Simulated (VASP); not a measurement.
Crystal: Al.

```
Al
1.0
     0.00000    2.02481    2.02481
     2.02481    0.00000    2.02481
     2.02481    2.02481    0.00000
Al
1
Direct
  0.00000 0.00000 0.00000
```

- Program: VASP 6.6.1
- Task: relaxation of cell and atoms
- Functional: SCAN
- Potentials or basis: VASP PAW PBE potentials, release 64 (Al)
- Cutoff: 600 eV
- k mesh: 11 × 11 × 11
- Occupations: fermi-dirac, width 0.05 eV
- Spin: no spin polarisation

At the start: pressure -2.2 GPa; volume 16.60 Å³/atom.

Question: How do energy, volume and symmetry change on relaxing?

Answer: Over 3 steps the energy falls by 3.6 meV/atom and the volume is 16.11 Å³/atom (-3.0 %); space group Fm-3m (No. 225, to 0.05 Å).

The path:
| step | energy change (eV) | largest force (eV/Å) | pressure (GPa) | volume (Å³) |
| --- | --- | --- | --- | --- |
| 1 | 0.0000 | 0.0000 | -2.24 | 16.60 |
| 2 | -0.0036 | 0.0000 | 0.28 | 16.05 |
| 3 | -0.0036 | 0.0000 | 0.01 | 16.11 |

Final structure:
```
Al
1.0
     0.00000    2.00438    2.00438
     2.00438    0.00000    2.00438
     2.00438    2.00438    0.00000
Al
1
Direct
  0.00000 0.00000 0.00000
```

Caveat: the PAW data sets were made with another functional, which shifts forces and pressure a little.
